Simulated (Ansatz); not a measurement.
SiO$_{2}$: why energy differences converge before total energies

Theory: Ansatz 0.2.0, DFT PBEsol, scalar-relativistic, plane waves, PAW.

```yaml
crystal:
  lattice:
    - [-2.37405, 2.37405, 3.74400]
    - [2.37405, -2.37405, 3.74400]
    - [2.37405, 2.37405, -3.74400]
  atoms:
    - { symbol: Si, position: [0.00000, 0.00000, 0.00000] }
    - { symbol: Si, position: [0.75000, 0.25000, 0.50000] }
    - { symbol: O, position: [0.99838, 0.62500, 0.87338] }
    - { symbol: O, position: [0.37500, 0.24838, 0.37338] }
    - { symbol: O, position: [0.75162, 0.12500, 0.12662] }
    - { symbol: O, position: [0.87500, 0.00162, 0.62662] }
```

* Γ-centred k-mesh: 8×8×8
* occupation rule: Gaussian smearing, 0.02 eV
* spin treatment: unpolarised

A second cell has all atoms moved and the lattice slightly strained:

```yaml
crystal:
  lattice:
    - [-2.38858, 2.41461, 3.76976]
    - [2.37049, -2.34789, 3.71597]
    - [2.42111, 2.38041, -3.72745]
  atoms:
    - { symbol: Si, position: [0.96925, 0.99777, 0.99925] }
    - { symbol: Si, position: [0.72661, 0.28977, 0.53905] }
    - { symbol: O, position: [0.95001, 0.63833, 0.84845] }
    - { symbol: O, position: [0.36643, 0.23309, 0.36250] }
    - { symbol: O, position: [0.73752, 0.12181, 0.13937] }
    - { symbol: O, position: [0.88227, 0.01968, 0.64493] }
```

It ran on a 6×6×8 mesh, another than the first cell's, which shifts the difference by nearly the same amount at every cutoff. Both were run at several values of the cutoff; energies per atom at zero smearing, errors against the largest value (600 eV), which isn't proved converged itself.

```tsv
cutoff	error, first cell (meV)	error, second cell (meV)
200 eV	4589.03	4559.62
250 eV	1273.85	1277.20
300 eV	314.25	315.55
350 eV	64.89	65.12
420 eV	4.15	4.16
```

**Question.** At the largest value the second cell lies 201.65 meV/atom above the first. What is the error of that difference at each value, and where does each quantity come within 1 meV/atom?

**Answer.** The error of the difference is the second cell's error less the first's:
```csv
cutoff,difference (meV),its error (meV)
200 eV,172.24,-29.41
250 eV,204.99,3.34
300 eV,202.96,1.31
350 eV,201.89,0.24
420 eV,201.66,0.00
```

No value below the largest brings the first cell's total energy within 1 meV/atom, while the difference is there from 350 eV on. Most of the error cancels, by a factor of about 274 in the median. A missing short wave mostly misdescribes the region near each nucleus, which both cells share; what doesn't cancel comes largely from the change of volume and bonding.

This form isn't the usual stable structure of the compound.

Cost: 12 runs of about 3.9 core-minutes in all, on Arm Neoverse V1 (shared hosts).